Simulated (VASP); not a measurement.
The system is BeSe.

```
Be Se
1.0
     0.00000    2.58397    2.58397
     2.58397    0.00000    2.58397
     2.58397    2.58397    0.00000
Be Se
1 1
Direct
  0.00000 0.00000 0.00000
  0.25000 0.25000 0.25000
```

The cell comes from a database or a generator and needn't be the stable form of this composition.

| Property | Result |
| --- | --- |
| Program | VASP 6.6.1 |
| Task | relaxation of cell and atoms |
| Functional | PBE |
| Dispersion | D3(BJ) |
| Potentials or basis | VASP PAW PBE potentials, release 64 (Be, Se) |
| Cutoff | 600 eV |
| k mesh | 8 × 8 × 8 |
| Occupations | gaussian, width 0.02 eV |
| Spin | no spin polarisation |

At the start: pressure -2.4 GPa; volume 17.25 Å³/atom.

Q: How do energy, volume and symmetry change on relaxing?

A: Over 3 steps the energy falls by 4.3 meV/atom and the volume is 16.71 Å³/atom (-3.1 %); space group F-43m (No. 216, to 0.05 Å).

The path:
| step | energy change (eV) | largest force (eV/Å) | pressure (GPa) | volume (Å³) |
| --- | --- | --- | --- | --- |
| 1 | 0.0000 | 0.0000 | -2.45 | 34.51 |
| 2 | -0.0082 | 0.0000 | 0.53 | 33.21 |
| 3 | -0.0085 | 0.0000 | 0.01 | 33.42 |

Final structure:
```
Be Se
1.0
     0.00000    2.55655    2.55655
     2.55655    0.00000    2.55655
     2.55655    2.55655    0.00000
Be Se
1 1
Direct
  0.00000 0.00000 0.00000
  0.25000 0.25000 0.25000
```
